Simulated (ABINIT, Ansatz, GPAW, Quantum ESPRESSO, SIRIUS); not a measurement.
AlPt: 5 runs at one level of theory

```xyz
2
Lattice="3.0915 0.0000 0.0000 0.0000 3.0915 0.0000 0.0000 0.0000 3.0915" Properties=species:S:1:pos:R:3 pbc="T T T"
Pt    1.5458    1.5458    1.5458
Al    0.0000    0.0000    0.0000
```

Measurements of this composition are mostly on another form, of space group No. 198.

Alike in all runs: task single point; functional PBEsol; k mesh 9 × 9 × 9; occupations fermi-dirac, width 0.05 eV; no spin polarisation; no spin-orbit coupling. Pressure is positive in compression and, in plane waves, holds the error of the finite cutoff.

| program and potentials | plane-wave cutoff (eV) | notes | pressure (GPa) |
| --- | --- | --- | --- |
| SIRIUS, PseudoDojo 0.4.1 PBEsol standard (scalar relativistic) | 1152 | 10.5 valence electrons an atom on average | -5.96 |
| Ansatz, all-electron LAPW, scalar-relativistic | - | - | -5.71 |
| GPAW, PAW data sets generated for this functional | 600 | 9.5 valence electrons an atom on average | -5.20 |
| ABINIT, PseudoDojo NC SR PBEsol v0.4.1 standard | 1143 | 10.5 valence electrons an atom on average | -5.96 |
| Quantum ESPRESSO, GBRV 1.5 PBEsol | 612 | 9.5 valence electrons an atom on average | -6.23 |

The pressure spans -6.23 (Quantum ESPRESSO, GBRV 1.5 PBEsol) to -5.20 GPa (GPAW, PAW data sets generated for this functional), with all-electron results at -5.71.

The functional is the same throughout but for its coding, so the spread measures potentials, basis and numerics; runs on potential files found faulty are left out.
